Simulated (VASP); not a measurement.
# C in VASP: a series of runs

One slab, C, is run at these levels: PBE+D3(BJ); tasks: single point, molecular dynamics.

Everything below comes from runs of VASP 6.6.1. Logs are shortened: lines on timing, memory, paths and dates and some standing lists are left out, and cuts for length are marked.

**1. The slab as given**

The cell holds a slab with vacuum, 18 atoms: a = 7.398 Å, b = 7.398 Å, c = 12.000 Å, α = 90.00°, β = 90.00°, γ = 120.00°.

The cell was built by a generator and needn't be a form met in nature.

**2. Single point, PBE+D3(BJ)**

Input file INCAR:

```
SYSTEM = C
  ALGO = Normal
  EDIFF = 1E-6
  ENCUT = 520
  GGA = PE
  ISIF = 2
  ISMEAR = -1
  IVDW = 12
  LASPH = .True.
  LCHARG = .False.
  LREAL = Auto
  LWAVE = .False.
  NBANDS = 51
  NELM = 100
  PREC = Accurate
  SIGMA = 0.05
```

Input file KPOINTS:

```
k-points
0
Gamma
  2 2 1
  0 0 0
```

Input file POSCAR:

```
C
1.0
    7.3980000000      0.0000000000      0.0000000000
   -3.6990000000      6.4068560000      0.0000000000
    0.0000000000      0.0000000000     12.0000000000
C
18
Direct
   -0.0015028371     -0.0023568502      0.0851166667
    0.2245679713      0.1166406737      0.0861083333
   -0.0040041789      0.3345166490      0.0862333333
    0.2195534258      0.4435404823      0.0841333333
    0.0007836639      0.6694235051      0.0893583333
    0.2256719239      0.7777293574      0.0833750000
    0.3316299800     -0.0019198184      0.0821916667
    0.5556360130      0.1120830560      0.0800500000
    0.3299016475      0.3305521460      0.0816916667
    0.5552101810      0.4436185237      0.0812916667
    0.3348116353      0.6681904510      0.0828250000
    0.5547367038      0.7756534562      0.0776166667
    0.6670475387      0.0008428471      0.0770583333
    0.8924255588      0.1120206229      0.0807583333
    0.6662495691      0.3298497734      0.0806916667
    0.8929651292      0.4476766764      0.0856666667
    0.6657991745      0.6652560944      0.0845916667
    0.8885019162      0.7766523861      0.0912333333
```

Potentials or basis: VASP PAW PBE potentials, release 64 (C).

Command:

```bash
cat potpaw_PBE.64/C/POTCAR > POTCAR
mpirun -np 1 vasp_std > vasp.out
```

OUTCAR:

```text
SYSTEM = C
   EDIFF = 1E-6
   ENCUT = 520
   GGA = PE
   ISIF = 2
   ISMEAR = -1
   IVDW = 12
   LASPH = .True.
   LREAL = Auto
   NELM = 100
   PREC = Accurate
 IVDW          = 12

 ion  position               nearest neighbor table
   1  0.998  0.998  0.085-  14 1.41  18 1.42   2 1.45
   2  0.225  0.117  0.086-   9 1.37   7 1.45   1 1.45
   3  0.996  0.335  0.086-  16 1.39  14 1.43   4 1.43
   4  0.220  0.444  0.084-   9 1.43   3 1.43  11 1.44
   5  0.001  0.669  0.089-  18 1.41  16 1.42   6 1.44
   6  0.226  0.778  0.083-  11 1.40   7 1.41   5 1.44
[... 10 lines left out ...]
  17  0.666  0.665  0.085-  10 1.42  12 1.42  18 1.43
  18  0.889  0.777  0.091-   5 1.41   1 1.42  17 1.43

  LATTYP: Found a hexagonal cell.
 ALAT       =     7.3980000000
 C/A-ratio  =     1.6220600162

  Lattice vectors:

 A1 = (   7.3980000000,   0.0000000000,   0.0000000000)
 A2 = (  -3.6990000000,   6.4068560000,   0.0000000000)
 A3 = (   0.0000000000,   0.0000000000,  12.0000000000)

Analysis of symmetry for initial positions (statically):
=====================================================================
 Subroutine PRICEL returns:
 Original cell was already a primitive cell.

 Routine SETGRP: Setting up the symmetry group for a
 hexagonal supercell.

 Subroutine GETGRP returns: Found  1 space group operations
 (whereof  1 operations were pure point group operations)
 out of a pool of 24 trial point group operations.

The static configuration has the point symmetry C_1 .

Analysis of symmetry for dynamics (positions and initial velocities):
=====================================================================
 Subroutine PRICEL returns:
 Original cell was already a primitive cell.

 Routine SETGRP: Setting up the symmetry group for a
 hexagonal supercell.

 Subroutine GETGRP returns: Found  1 space group operations
 (whereof  1 operations were pure point group operations)
 out of a pool of 24 trial point group operations.

The dynamic configuration has the point symmetry C_1 .

 Subroutine INISYM returns: Found  1 space group operations
 (whereof  1 operations are pure point group operations),
 and found     1 'primitive' translations

----------------------------------------------------------------------------------------

                                     Primitive cell

  volume of cell :     568.7750

  direct lattice vectors                    reciprocal lattice vectors
     7.398000000  0.000000000  0.000000000     0.135171668  0.078041398  0.000000000
    -3.699000000  6.406856000  0.000000000     0.000000000  0.156082796  0.000000000
     0.000000000  0.000000000 12.000000000     0.000000000  0.000000000  0.083333333

  length of vectors
     7.398000000  7.398000054 12.000000000     0.156082797  0.156082796  0.083333333

  position of ions in fractional coordinates (direct lattice)
     0.998497163  0.997643150  0.085116667
     0.224567971  0.116640674  0.086108333
     0.995995821  0.334516649  0.086233333
     0.219553426  0.443540482  0.084133333
     0.000783664  0.669423505  0.089358333
     0.225671924  0.777729357  0.083375000
[... 10 lines left out ...]
     0.665799175  0.665256094  0.084591667
     0.888501916  0.776652386  0.091233333

  ion indices of the primitive-cell ions
   primitive index   ion index
                 1           1
                 2           2
                 3           3
                 4           4
                 5           5
                 6           6
[... 10 lines left out ...]
                17          17
                18          18

----------------------------------------------------------------------------------------

 KPOINTS: k-points

Automatic generation of k-mesh.
 Grid dimensions read from file:
 generate k-points for:    2    2    1

 Generating k-lattice:

  Cartesian coordinates                     Fractional coordinates (reciprocal lattice)
     0.067585834  0.039020699  0.000000000     0.500000000  0.000000000  0.000000000
     0.000000000  0.078041398  0.000000000     0.000000000  0.500000000  0.000000000
     0.000000000  0.000000000  0.083333333     0.000000000  0.000000000  1.000000000

  Length of vectors
     0.078041399  0.078041398  0.083333333

  Shift w.r.t. Gamma in fractional coordinates (k-lattice)
     0.000000000  0.000000000  0.000000000

 Subroutine IBZKPT returns following result:
 ===========================================

 Found      4 irreducible k-points:

 Following reciprocal coordinates:
            Coordinates               Weight
  0.000000  0.000000  0.000000      1.000000
  0.500000  0.000000  0.000000      1.000000
  0.000000  0.500000  0.000000      1.000000
  0.500000  0.500000  0.000000      1.000000
   k-points           NKPTS =      4   k-points in BZ     NKDIM =      4   number of bands    NBANDS=     51
   number of dos      NEDOS =    301   number of ions     NIONS =     18
   total plane-waves  NPLWV = 282240
   dimension x,y,z NGX =    56 NGY =   56 NGZ =   90
   dimension x,y,z NGXF=   112 NGYF=  112 NGZF=  180
   ions per type =              18
   NGX,Y,Z   is equivalent  to a cutoff of  12.58, 12.58, 12.47 a.u.
   NGXF,Y,Z  is equivalent  to a cutoff of  25.17, 25.17, 24.94 a.u.
 SYSTEM =  C
   PREC   = accura    normal or accurate (medium, high low for compatibility)
   ISTART =      0    job   : 0-new  1-cont  2-samecut
   ICHARG =      2    charge: 1-file 2-atom 10-const
   ISPIN  =      1    spin polarized calculation?
   LNONCOLLINEAR =      F non collinear calculations
   LSORBIT =      F    spin-orbit coupling
   LASPH  =      T    aspherical Exc in radial PAW
   ENCUT  =  520.0 eV  38.22 Ry    6.18 a.u.  13.76 13.76 22.31*2*pi/ulx,y,z
   NELM   =    100;   NELMIN=  2; NELMDL= -5     # of ELM steps
   EDIFF  = 0.1E-05   stopping-criterion for ELM
   LREAL  =      T    real-space projection
   EDIFFG = 0.1E-04   stopping-criterion for IOM
   NSW    =      0    number of steps for IOM
[... 5 lines left out ...]
   TEBEG  =    0.0;   TEEND  =   0.0 temperature during run
   PSTRESS=    0.0 pullay stress
   NELECT =      72.0000    total number of electrons
   NUPDOWN=      -1.0000    fix difference up-down
   EMIN   =  10.00;   EMAX   =-10.00  energy-range for DOS
   EFERMI =   0.00;   METHOD = LEGACY
   ISMEAR =    -1;   SIGMA  =   0.05  broadening in eV -4-tet -1-fermi 0-gaus
   EFERMI_NEDOS =   21; number of points for ismear=-14 and -15
   IALGO  =     38    algorithm
   IMIX   =      4    mixing-type and parameters
     AMIX     =   0.40;   BMIX     =  1.00
     AMIX_MAG =   1.60;   BMIX_MAG =  1.00
  volume/ion in A,a.u.               =      31.60       213.24
  Fermi-wavevector in a.u.,A,eV,Ry     =   0.822001  1.553356  9.193253  0.675685
  Thomas-Fermi vector in A             =   1.933259
   LORBIT       =      0    0 simple, 1 ext, 2 COOP (PROOUT), +10 PAW based schemes
   GGA     = PE    functional components
   LHFCALC =     F    Hartree Fock is set to
   AEXX    =    0.0000 exact exchange contribution
   IVDW    =    12    specifies the selected vdW correction
   LEPSILON=     F    determine dielectric tensor
   LRPA    =     F    only Hartree local field effects (RPA)
 non-spin polarized calculation
  energy-cutoff  :      520.00
  volume of cell :      568.78
 maximum number of plane-waves:     15363
 NGX is ok and might be reduce to    56
   NGX = 27   NGY = 27   NGZ = 45

 number of electron      72.0000003 magnetization

 Free energy of the ion-electron system (eV)
  ---------------------------------------------------
  ext. energy  EPLUGINS =         0.00000000
  ---------------------------------------------------
  free energy    TOTEN  =      -165.31744718 eV

  energy without entropy =     -165.27432755  energy(sigma->0) =     -165.29588736

 E-fermi :  -1.7431     XC(G=0):  -3.5752

 val. band max:       -1.8067585315   @ k =   0.0000   0.0000   0.0000
 cond. band min:      -1.6825273954   @ k =   0.0000   0.0000   0.0000
 fundamental gap:      0.1242311361
 Fermi energy:        -1.7431398789

 k-point     1 :       0.0000    0.0000    0.0000
  band No.  band energies     occupation
      1     -21.2599      2.00000
      2     -18.7812      2.00000
      3     -18.7443      2.00000
      4     -18.7226      2.00000
      5     -18.6414      2.00000
      6     -18.6098      2.00000
[... 40 lines left out ...]
     47       3.4799      0.00000
     48       5.0050      0.00000

 k-point     2 :       0.5000    0.0000    0.0000
  band No.  band energies     occupation
      1     -20.6334      2.00000
      2     -20.5762      2.00000
      3     -19.3344      2.00000
      4     -19.3059      2.00000
      5     -16.9340      2.00000
      6     -16.8652      2.00000
[... 40 lines left out ...]
     47       4.1428      0.00000
     48       4.3336      0.00000

 k-point     3 :       0.0000    0.5000    0.0000
  band No.  band energies     occupation
      1     -20.6175      2.00000
      2     -20.5972      2.00000
      3     -19.3207      2.00000
      4     -19.3056      2.00000
      5     -16.9790      2.00000
      6     -16.8869      2.00000
[... 40 lines left out ...]
     47       4.1357      0.00000
     48       4.3533      0.00000

 k-point     4 :       0.5000    0.5000    0.0000
  band No.  band energies     occupation
      1     -20.6212      2.00000
      2     -20.5925      2.00000
      3     -19.3366      2.00000
      4     -19.2926      2.00000
      5     -16.9590      2.00000
      6     -16.8589      2.00000
[... 40 lines left out ...]
     47       4.1362      0.00000
     48       4.3537      0.00000
 [bands above 48 left out]

------------------------ aborting loop because EDIFF is reached ----------------------------------------

 Edisp (eV)   -1.60120

 E8    (eV) :    -0.4990

  FORCE on cell =-STRESS in cart. coord.  units (eV):
  Direction    XX          YY          ZZ          XY          YZ          ZX
  --------------------------------------------------------------------------------------
  -------------------------------------------------------------------------------------
  Total       2.70384    -0.21799    -0.29656     1.86122    -0.19620     0.05867
  in kB       7.61642    -0.61406    -0.83538     5.24285    -0.55266     0.16527
  external pressure =        2.06 kB  Pullay stress =        0.00 kB

 VOLUME and BASIS-vectors are now :
 -----------------------------------------------------------------------------
  energy-cutoff  :      520.00
  volume of cell :      568.78
      direct lattice vectors                 reciprocal lattice vectors
     7.398000000  0.000000000  0.000000000     0.135171668  0.078041398  0.000000000
    -3.699000000  6.406856000  0.000000000     0.000000000  0.156082796  0.000000000
     0.000000000  0.000000000 12.000000000     0.000000000  0.000000000  0.083333333

 POSITION                                       TOTAL-FORCE (eV/Angst)
 -----------------------------------------------------------------------------------
      3.69660      6.39176      1.02140         0.134760      0.985912      0.298104
      1.22990      0.74730      1.03330         0.333590     -3.035343     -0.419847
      6.13100      2.14320      1.03480         2.116260     -0.456797     -0.437575
     -0.01640      2.84170      1.00960         0.407574      0.666122      0.102890
     -2.47040      4.28890      1.07230         0.714059     -0.931438     -0.170851
     -1.20730      4.98280      1.00050        -1.271478      0.603872      0.327283
[... 10 lines left out ...]
      2.46480      4.26220      1.01510        -0.124152     -0.350147     -0.195413
      3.70030      4.97590      1.09480        -0.056845      0.509023     -0.687591
 -----------------------------------------------------------------------------------
    total drift:                               -0.018982     -0.001332     -0.001431

  FREE ENERGIE OF THE ION-ELECTRON SYSTEM (eV)
  ---------------------------------------------------
  free  energy   TOTEN  =      -166.9186512901 eV

  energy  without entropy=     -166.8755316595  energy(sigma->0) =     -166.89709147
```

Wall time 4.6 min (1 thread of Intel Xeon Platinum 8259CL at 2.50GHz (Skylake/Cascade Lake), shared host); peak memory 0.55 GiB.

What came out:

* Free energy: -166.9187 eV
* Largest force: 3.082 eV/Å
* Band gap on the k mesh: 0.12 eV
* Dispersion energy per atom: -0.089 eV

Forces in eV/Å, atoms in the order of the input:
```
C    0.135  0.986  0.298
C    0.334 -3.035 -0.420
C    2.116 -0.457 -0.438
C    0.408  0.666  0.103
C    0.714 -0.931 -0.171
C   -1.271  0.604  0.327
C   -0.022  1.105  0.172
C    0.488 -0.914 -0.229
C   -0.019  1.816  0.190
C    0.468 -0.283  0.123
C   -0.245 -1.553 -0.341
C    0.632  1.431  0.461
C    0.232 -0.839  0.247
C   -1.330 -0.298  0.211
C   -0.723  1.774  0.337
C   -1.733 -0.231  0.013
C   -0.124 -0.350 -0.195
C   -0.057  0.509 -0.688
```

Caveat: the k mesh is coarse (spacing up to 0.49 Å⁻¹), so the values aren't converged.

(Continued in part 2 of 3.)
